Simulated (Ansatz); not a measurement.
**GaAs (F-43m): In in place of Ga**

Aim: put In in place of Ga into a supercell of GaAs (F-43m) with 32 atoms, relax the atoms and find what it costs and how the neighbours respond.

All numbers below are computed with Ansatz 0.2.0 (DFT PBE, scalar-relativistic, plane waves, PAW).

**1. The starting structure**

The cell holds 32 atoms (As16Ga15In): a = 9.952 Å, b = 9.952 Å, c = 9.952 Å, α = 109.47°, β = 109.47°, γ = 109.47°.

The coordinates of this cell stand in the input of its own run.

The host was relaxed before at PBE: a = 5.746 Å, b = 5.746 Å, c = 5.746 Å, α = 90.00°, β = 90.00°, γ = 90.00° (conventional cell), 23.714 Å³/atom.

Places, in fractions of the supercell: In in place of Ga at (0.250, 0.500, 0.250). The start keeps the symmetry of the ideal site.

Earlier runs gave the host's free energy in this supercell, -138237.745 eV.

**2. Charge 0, atoms relaxed**

Contents of input.yaml:

```yaml
crystal:
  lattice:
    - [-5.7459815546, -5.7459815546, 5.7459815546]
    - [5.7459815546, 5.7459815546, 5.7459815546]
    - [-5.7459815546, 5.7459815546, -5.7459815546]
  atoms:
    - { symbol: In, position: [0.25, 0.5, 0.25] }
    - { symbol: Ga, position: [0.5, 0.5, 0.0] }
    - { symbol: Ga, position: [0.25, 0.75, 0.0] }
    - { symbol: Ga, position: [0.75, 0.5, 0.75] }
    - { symbol: Ga, position: [0.5, 0.75, 0.75] }
    - { symbol: Ga, position: [0.25, 0.0, 0.75] }
    - { symbol: Ga, position: [0.0, 0.5, 0.5] }
    - { symbol: Ga, position: [0.75, 0.75, 0.5] }
    - { symbol: Ga, position: [0.5, 0.0, 0.5] }
    - { symbol: Ga, position: [0.25, 0.25, 0.5] }
    - { symbol: Ga, position: [0.0, 0.75, 0.25] }
    - { symbol: Ga, position: [0.75, 0.0, 0.25] }
    - { symbol: Ga, position: [0.5, 0.25, 0.25] }
    - { symbol: Ga, position: [0.0, 0.0, 0.0] }
    - { symbol: Ga, position: [0.75, 0.25, 0.0] }
    - { symbol: Ga, position: [0.0, 0.25, 0.75] }
    - { symbol: As, position: [0.0, 0.25, 0.0] }
    - { symbol: As, position: [0.25, 0.25, 0.75] }
    - { symbol: As, position: [0.0, 0.5, 0.75] }
    - { symbol: As, position: [0.5, 0.25, 0.5] }
    - { symbol: As, position: [0.25, 0.5, 0.5] }
    - { symbol: As, position: [0.0, 0.75, 0.5] }
    - { symbol: As, position: [0.75, 0.25, 0.25] }
    - { symbol: As, position: [0.5, 0.5, 0.25] }
    - { symbol: As, position: [0.25, 0.75, 0.25] }
    - { symbol: As, position: [0.0, 0.0, 0.25] }
    - { symbol: As, position: [0.75, 0.5, 0.0] }
    - { symbol: As, position: [0.5, 0.75, 0.0] }
    - { symbol: As, position: [0.25, 0.0, 0.0] }
    - { symbol: As, position: [0.75, 0.75, 0.75] }
    - { symbol: As, position: [0.5, 0.0, 0.75] }
    - { symbol: As, position: [0.75, 0.0, 0.5] }
basis:
  ecutwfc: 420
  xc_grid: 2
kpoints:
  mp_grid: { grid: [3, 3, 3], shift: [0.0, 0.0, 0.0] }
hamiltonian:
  xc: pbe
scf:
  occupations: { method: gaussian, width: 0.05 }
output:
  forces: true
  stress: false
  eigenvalues: true
  write_density: true
  write_potential: true
  elf: true
  volumetric_format: npy
relax:
  adjacent_minimum: "off"
  f_tol: 0.03
  max_steps: 40
```

Command:

```bash
$ ansatz run input.yaml --threads 8 --pin off --max-ram 16384MiB --backend cpu --events-out ev --progress --plain --runs-dir out
```

The program printed (excerpt; [...] marks lines left out):

```text
Warning: RAYON_NUM_THREADS=8 ignored (pool sized by the plan → 8); use --threads N
[...]
Pseudopotentials: kind: paw
Pseudopotential: In, paw, valence charge 13, recommended cutoff 420 eV (normal), In.paw.azcp
Pseudopotential: Ga, paw, valence charge 13, recommended cutoff 420 eV (normal), Ga.paw.azcp
Pseudopotential: As, paw, valence charge 15, recommended cutoff 420 eV (normal), As.paw.azcp
Functional definition: PBE
[...]
Crystal: 32 atoms, lattice volume = 758.844 Å³
Basis set: ecut = 420 eV, 14771 PW (Γ), exchange–correlation on 144×144×144 points (8 copies of the dense FFT grid, shifted against one another)
Bands: 269, of which v1, the nominal top of the filled ones, is band 224 counted from 1 (223 counted from 0)
Symmetry: 24 space group operations
Space group: I-43m (ITA 217), of the structure as read, at distance tolerance 9.1e-5 Å
k-points: 4 of 27 (time reversal used)
[...]
SCF iter   1: F=—  HF=-140051.844837 eV  |F-HF|=—  |Δ(HF+E_count)|=         —  Δρ=1.85e-3  dr2=4.76e-2  ethr=1.77e-3  ⟨swp⟩=6.0  Hψ=3877  notcnv=0  defer=2
[...]
relax step   1: F+E_penalty+E_count = -140051.81994162 eV  Δ(F+E_penalty+E_count) = +0.000e0 eV  max|allowed force component| = 8.618e-1 eV/Å  Δτ_max = 0.0000 Å  (6 SCF iters, dr2 threshold 2.25e-5 eV, accepted)
[...]
relax step   3: F+E_penalty+E_count = -140052.19309726 eV  Δ(F+E_penalty+E_count) = -3.696e-2 eV  max|allowed force component| = 3.614e-2 eV/Å  Δτ_max = 0.0505 Å  (5 SCF iters, dr2 threshold 2.78e-6 eV, accepted)
[...]
relax step   4: F+E_penalty+E_count = -140052.19392037 eV  Δ(F+E_penalty+E_count) = -8.231e-4 eV  max|allowed force component| = 3.906e-3 eV/Å  Δτ_max = 0.0062 Å  (5 SCF iters, accepted)
SCF converged after 5 iterations
Free energy (F): -140052.193920 eV
[...]
E sigma→0 (E₀):  -140052.193860 eV
Entropy (-TS):   -0.000120 eV (-0.004 meV/atom)
Fermi energy:    7.795117 eV
[...]
--- Forces (eV/Å), atoms counted from 1 ---
  atom   1  In     0.00000000    -0.00000000     0.00000000
  atom   2  Ga    -0.00390602     0.00144161    -0.00144161
  atom   3  Ga    -0.00144161     0.00390602    -0.00144161
  atom   4  Ga     0.00000000    -0.00000000    -0.00000000
  atom   5  Ga     0.00144161    -0.00144161    -0.00390602
  atom   6  Ga     0.00000000    -0.00000000     0.00000000
  atom   7  Ga    -0.00390602    -0.00144161     0.00144161
  atom   8  Ga     0.00144161    -0.00390602    -0.00144161
[...]
--- Band table (eV) ---
[...]
```

**3. More of the same log: In_Ga, charge +0, atoms relaxed at the host's cell**

Output, continued (excerpt; [...] marks lines left out):

```text
[...]
--- Relaxed structure (4 steps of the walk, 4 accepted, 0 SCFs on fresh bases) ---
  F+E_penalty+E_count = -140052.19392037 eV   max|allowed force component| = 3.906e-3 eV/Å
  atoms:
    - { symbol: In, position: [0.25, 0.5, 0.25] }
    - { symbol: Ga, position: [0.5024039537585158, 0.5, -0.001679455517054392] }
    - { symbol: Ga, position: [0.25, 0.7524039537585158, -0.0016794555170543957] }
    - { symbol: Ga, position: [0.75, 0.5, 0.75] }
    - { symbol: Ga, position: [0.5016794555170544, 0.7516794555170544, 0.7540834092755702] }
    - { symbol: Ga, position: [0.25, 0.0, 0.75] }
    - { symbol: Ga, position: [-0.001679455517054392, 0.5, 0.5024039537585158] }
    - { symbol: Ga, position: [0.7540834092755702, 0.7516794555170544, 0.5016794555170544] }
    - { symbol: Ga, position: [0.5016794555170544, 0.0040834092755701705, 0.5016794555170544] }
[...]
    - { symbol: As, position: [0.25, 0.49999999999999994, 0.5133169498523353] }
    - { symbol: As, position: [0.0022098725745963166, 0.7507510140063878, 0.5007510140063878] }
    - { symbol: As, position: [0.7514588585682085, 0.24924898599361214, 0.25] }
    - { symbol: As, position: [0.5133169498523353, 0.49999999999999994, 0.25] }
    - { symbol: As, position: [0.24999999999999994, 0.7633169498523352, 0.24999999999999994] }
    - { symbol: As, position: [-0.0007510140063878568, 0.0014588585682084598, 0.25] }
    - { symbol: As, position: [0.7514588585682085, 0.5000000000000001, -0.0007510140063878568] }
    - { symbol: As, position: [0.5007510140063878, 0.7507510140063878, 0.0022098725745963166] }
    - { symbol: As, position: [0.25, 0.0014588585682084598, -0.0007510140063878706] }
    - { symbol: As, position: [0.7485411414317915, 0.7477901274254035, 0.7485411414317915] }
    - { symbol: As, position: [0.49779012742540363, -0.0014588585682084598, 0.7485411414317915] }
    - { symbol: As, position: [0.7485411414317915, -0.0014588585682084598, 0.49779012742540363] }
```

Wall time 83 s (8 threads of Arm Neoverse V1, shared host); peak memory 3.6 GiB.

The steps of the relaxation:

```csv
step,energy from step 1 (eV/cell),largest force component (eV/Å)
1,0.0000,0.8618
2,-0.3362,0.2108
3,-0.3732,0.0361
4,-0.3740,0.0039
```

Step 1 is the start.

The largest move, 0.13 Å, is shared by several atoms, As25 among them.

Result: free energy -140052.194 eV, gap on the mesh 0.18 eV.

Density in a lattice plane of the grid's cell (edges 9.95 and 9.95 Å, at 0.500 of the third edge), which holds In and Ga and As.

Ten even steps from ' ' (0.01 e/Å³) to '@' (51.69 e/Å³):
```
                        ..          ..          
                                                
                                                
....                                            
**..                              ..%%..      ::
..                                              
                                                
                                                
..          ::..                                
@@..      ::++..                              ::
                                                
                                                
                                                
                          ..                    
          ..::..        ++--                    
                        ..                      
                                                
                                                
                                    ....        
                      ..@@::      ..**::        
```
Columns run along the first of these edges and rows up along the second, over one cell in 24 and 20 even steps from the bottom left corner. Atoms in the plane (fractional): In at (0.25, 0.25), Ga at (0.50, 1.00), Ga at (0.75, 0.75), Ga at (1.00, 0.50), As at (1.00, 0.75), As at (0.25, 0.51), As at (0.51, 0.25), As at (0.75, 1.00).

ELF in the same plane.

Values, 12 rows by 12 columns:
```
0.21 0.32 0.12 0.02 0.15 0.26 0.25 0.48 0.64 0.70 0.62 0.08
0.60 0.64 0.30 0.02 0.07 0.16 0.11 0.13 0.47 0.29 0.26 0.62
0.28 0.61 0.18 0.01 0.02 0.02 0.02 0.10 0.25 0.21 0.29 0.70
0.71 0.58 0.10 0.33 0.42 0.15 0.02 0.16 0.26 0.25 0.47 0.64
0.27 0.26 0.67 0.56 0.64 0.30 0.02 0.08 0.16 0.10 0.13 0.48
0.44 0.31 0.67 0.21 0.60 0.17 0.01 0.02 0.02 0.02 0.11 0.25
0.26 0.45 0.66 0.74 0.53 0.09 0.17 0.30 0.15 0.02 0.16 0.26
0.09 0.11 0.32 0.22 0.25 0.53 0.60 0.64 0.42 0.02 0.07 0.15
0.01 0.14 0.27 0.00 0.22 0.74 0.21 0.56 0.33 0.01 0.02 0.02
0.02 0.17 0.25 0.27 0.32 0.66 0.67 0.67 0.10 0.18 0.30 0.12
0.02 0.09 0.17 0.14 0.11 0.45 0.31 0.26 0.58 0.61 0.64 0.32
0.01 0.02 0.02 0.01 0.09 0.26 0.44 0.27 0.71 0.28 0.60 0.21
```
Columns run along the first of these edges and rows up along the second, over one cell in 12 and 12 even steps from the bottom left corner. Atoms in the plane (fractional): In at (0.25, 0.25), Ga at (0.50, 1.00), Ga at (0.75, 0.75), Ga at (1.00, 0.50), As at (1.00, 0.75), As at (0.25, 0.51), As at (0.51, 0.25), As at (0.75, 1.00).

Both are smooth fields of the valence electrons: close to the nuclei they are not physical.

Maxima of ELF outside the ion cores: 0.79 on the As–Ga line, 1.2 Å from As; 0.76 on the As–In line, 1.1 Å from As.

**4. The neighbours**

| state | neighbours of the first change (round the atom where it ends) | largest move from the ideal sites (Å) | cell moment (μB) | gap on the mesh (eV) |
| --- | --- | --- | --- | --- |
| ideal sites | 4 As at 2.49 Å |  | 0.00 |  |
| charge 0 | 4 As at 2.62 Å | 0.13 | 0.00 | 0.18 |

**5. Outcome**

| quantity | value |
| --- | --- |
| formation energy, neutral | 0.38 eV |
| largest move, neutral | 0.13 Å |

With atoms taken from and given to the elements' standard states, the neutral defect costs 0.38 eV; that is one limit of the chemical potentials, and it holds no correction for gases. In the neutral cell the 4 nearest neighbours move out by 0.13 Å on average. A cell of 32 atoms is small: the defect feels its images, and no test of size was made.
